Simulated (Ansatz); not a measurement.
Runs of Ansatz 0.2.0 on Si2Ni. The structure is cubic, space group Fm-3m (No. 225). The conventional cell has a = 5.406 Å, b = 5.406 Å, c = 5.406 Å, α = 90.00°, β = 90.00°, γ = 90.00°. Ni (site symmetry m-3m) has 8 Si at 2.34 Å as nearest neighbours. Around Si (site symmetry -43m) lie 4 Ni at 2.34 Å. 

| task | level | cell | cutoff (eV) | points for each segment of the path | gap on the mesh (eV) | pressure (GPa) | moment (μB) | relaxed volume (Å³/atom) |
| --- | --- | --- | --- | --- | --- | --- | --- | --- |
| relaxation of cell and atoms | LDA | relaxed | 420 | - | - | 0.0 | 0.00 | (b) |
| band structure | LDA | as given | 420 | 14 | none | (a) | 0.00 | - |
| band structure | PBEsol | as given | 420 | 14 | none | -0.9 | 0.00 | - |
| band structure | r2SCAN | as given | 500 | 14 | none | -1.5 | 0.00 | - |
| relaxation of cell and atoms | BLYP | relaxed | 420 | - | - | 0.0 | 0.00 | 14.23 |

Alike in all rows: potentials or basis Ansatz PAW; spin collinear, ferromagnetic start; k mesh 9 × 9 × 9; smearing fermi-dirac 0.05 eV.

Task: Fill in the values left out.

Result: (a) -4.3; (b) 12.80.

Caveats: the PAW data sets come from PBE, with cores solved anew for the run's functional, which leaves a small shift of forces and pressure; the starting moments weren't kept; the plane-wave basis is chosen anew once the cell has moved, so the energies of steps on either side of that aren't comparable (some runs); the magnetic or orbital state may not be the lowest (some runs).

A gap of «none» marks a metal or a gap under the smearing width.

Runs at the PBE level aren't shown here.
